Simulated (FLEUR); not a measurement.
# Ti (P6_3/mmc) in FLEUR: a series of runs, part 2 of 2

FLEUR MaX-R8.1 (later development tree). The steps go on from the part before.

## Step 5: Equation of state, PBEsol, 17.64 Å³/atom

Contents of inp.xml:

```xml
<?xml version="1.0" encoding="UTF-8" standalone="no"?>
<fleurInput fleurInputVersion="0.39">
   <comment>
      Ti                                                                                                  
   </comment>
   <calculationSetup>
      <cutoffs Kmax="4.1" Gmax="12.7" GmaxXC="12.7" numbands="0"/>
      <scfLoop itmax="60" minDistance="0.00001" maxIterBroyd="15" imix="Anderson" alpha="0.05" precondParam="0.0" spinf="2.0" sdNocoIR="T"/>
      <coreElectrons ctail="T" frcor="F" kcrel="0" coretail_lmax="0"/>
      <xcFunctional name="PBEs" relativisticCorrections="F"/>
      <magnetism jspins="1"/>
      <soc l_soc="F" theta="0.0" phi="0.0" spav="F"/>
      <expertModes spex="0" secvar="F"/>
      <geometryOptimization l_f="F" forcealpha="1.0" forcemix="BFGS" epsdisp="0.00001" epsforce="0.00001"/>
      <ldaU l_linMix="F" mixParam="0.05" spinf="1.0"/>
   </calculationSetup>
   <cell>
      <bzIntegration valenceElectrons="24.0" mode="hist" fermiSmearingEnergy="0.00183747">
         <kPointListSelection listName="default-1"/>
         <!-- k-points included here -->
         <xi:include xmlns:xi="http://www.w3.org/2001/XInclude" href="kpts.xml"> </xi:include>
      </bzIntegration>
      <!-- symmetry operations included here -->
      <xi:include xmlns:xi="http://www.w3.org/2001/XInclude" href="sym.xml"> </xi:include>
      <bulkLattice scale="1.0000000000">
         <bravaisMatrix>
            <row-1>    5.5746920675700000     0.0000000000000000     0.0000000000000000</row-1>
            <row-2>   -2.7873460337850000     4.8278249488590683     0.0000000000000000</row-2>
            <row-3>    0.0000000000000000     0.0000000000000000     8.8439182631279998</row-3>
         </bravaisMatrix>
      </bulkLattice>
   </cell>
   <atomSpecies>
      <species name="Titanium (Ti)" element="Ti" atomicNumber="22">
         <mtSphere radius="2.46" gridPoints="837" logIncrement="0.014"/>
         <atomicCutoffs lmax="10" lnonsphr="8"/>
         <electronConfig flipSpins="F">
            <coreConfig>(1s1/2) (2s1/2) (2p1/2) (2p3/2)</coreConfig>
            <valenceConfig>(3s1/2) (3p1/2) (3p3/2) (4s1/2) (3d3/2) (3d5/2)</valenceConfig>
            <stateOccupation state="(3d3/2)" spinUp="0.400000" spinDown="0.400000"/>
            <stateOccupation state="(3d5/2)" spinUp="0.600000" spinDown="0.600000"/>
         </electronConfig>
         <energyParameters s="4" p="4" d="3" f="4"/>
         <lo type="SCLO" l="0" n="3" eDeriv="0"/>
         <lo type="SCLO" l="1" n="3" eDeriv="0"/>
         <lo type="SCLO" l="1" n="3" eDeriv="1"/>
         <lo type="SCLO" l="2" n="3" eDeriv="2"/>
         <lo type="SCLO" l="3" n="4" eDeriv="2"/>
      </species>
   </atomSpecies>
   <atomGroups>
      <atomGroup species="Titanium (Ti)">
         <relPos label="                   1">-1.000/3.000 1.000/3.000 -1.000/4.000</relPos>
         <relPos label="                   2">1.000/3.000 -1.000/3.000 1.000/4.000</relPos>
         <force calculate="T" relaxXYZ="TTT"/>
      </atomGroup>
   </atomGroups>
   <output dos="F" band="F" slice="F">
      <checks vchk="F" cdinf="F"/>
      <bandDOS minEnergy="-.5*Htr" maxEnergy="0.5*Htr" sigma="0.015" storeEVData="T"/>
      <vacuumDOS vacdos="F" integ="F" star="F" nstars="0" locx1="0.0" locy1="0.0" locx2="0.0" locy2="0.0" nstm="0" tworkf="0.0"/>
      <unfoldingBand unfoldBand="F" supercellX="1" supercellY="1" supercellZ="1"/>
      <plotting iplot="0" polar="F">
         <plot TwoD="T" vec1="  1.0  0.0  0.0" vec2="  0.0  1.0  0.0" vec3="  0.0  0.0  1.0" zero="  0.0  0.0  0.0" file="plot"/>
      </plotting>
      <chargeDensitySlicing numkpt="0" minEigenval="0.0" maxEigenval="0.0" nnne="0" pallst="F"/>
      <specialOutput eonly="F"/>
      <moessbauerParams electricFieldGradient="T" isomerShift="T" coreHyperfine="T" valenceHyperfine="T"/>
      <magneticCircularDichroism mcd="F" energyLo="-10.0" energyUp="0.0"/>
   </output>
  <!-- We include the file relax.xml here to enable relaxations (see documentation) -->
  <xi:include xmlns:xi="http://www.w3.org/2001/XInclude" href="relax.xml"> <xi:fallback/> </xi:include>
</fleurInput>
```

Started as:

```console
inpgen -f crystal.txt -profile fastHighL
# inp.xml edited to the form shown
fleur_MPI
```

Run time: 29 s. Hardware: 1 thread of Arm Neoverse V1, shared host; peak memory 0.09 GiB.

Results (log left out):

```
Free energy                                           : -46415.6308 eV
Band gap on the k mesh                                : none (metal or under the smearing width)
Valence electrons inside the program's atomic spheres : Ti 10.47 (radii Ti 2.46 bohr)
```

## Step 6: Equation of state, PBEsol, 18.34 Å³/atom (volume scaled by 1.04)

inp.xml: that of step 5 with these lines changed.

```diff
@@ -24,3 +24,3 @@
       <xi:include xmlns:xi="http://www.w3.org/2001/XInclude" href="sym.xml"> </xi:include>
-      <bulkLattice scale="1.0000000000">
+      <bulkLattice scale="1.0131594038">
          <bravaisMatrix>
```

Potentials or basis: all-electron, FLAPW.

Started as:

```console
inpgen -f crystal.txt -profile fastHighL
# inp.xml edited to the form shown
fleur_MPI
```

Wall time 30 s (1 thread of Arm Neoverse V1, shared host); peak memory 0.09 GiB.

Results (log left out):

```yaml
Free_energy: -46415.5643 eV
Band_gap_on_the_k_mesh: none (metal or under the smearing width)
Valence_electrons_inside_the_program's_atomic_spheres: Ti 10.42 (radii Ti 2.46 bohr)
```

## Step 7: Equation of state, PBEsol, 18.69 Å³/atom (volume scaled by 1.06)

inp.xml: that of step 6 with these lines changed.

```diff
@@ -24,3 +24,3 @@
       <xi:include xmlns:xi="http://www.w3.org/2001/XInclude" href="sym.xml"> </xi:include>
-      <bulkLattice scale="1.0131594038">
+      <bulkLattice scale="1.0196128224">
          <bravaisMatrix>
```

Started as:

```console
inpgen -f crystal.txt -profile fastHighL
# inp.xml edited to the form shown
fleur_MPI
```

Wall time 31 s (1 thread of Arm Neoverse V1, shared host); peak memory 0.09 GiB.

The run converged. Its results:

| Property | Result |
| --- | --- |
| Free energy | -46415.5199 eV |
| Band gap on the k mesh | none (metal or under the smearing width) |
| Valence electrons inside the program's atomic spheres | Ti 10.39 (radii Ti 2.46 bohr) |

## Step 8: Equation of state, PBEsol

No new run: the results of the series are fitted here.

Results:

| Property | Result |
| --- | --- |
| Equilibrium volume | 16.73 Å³/atom |
| Bulk modulus at fixed shape and positions | 118 GPa |
| Pressure derivative of the bulk modulus | 3.5 (rough: it moves with the points fitted) |

Energy against volume, from the lowest point:
| volume (Å³/atom) | energy (meV/atom) |
| --- | --- |
| 16.577 | 0.00 |
| 16.930 | 0.39 |
| 17.636 | 16.30 |
| 18.341 | 49.57 |
| 18.694 | 71.74 |

Caveat: the cell was scaled at fixed shape and fractional positions, which overstates the stiffness of a crystal with free parameters, most of all of layers and chains.
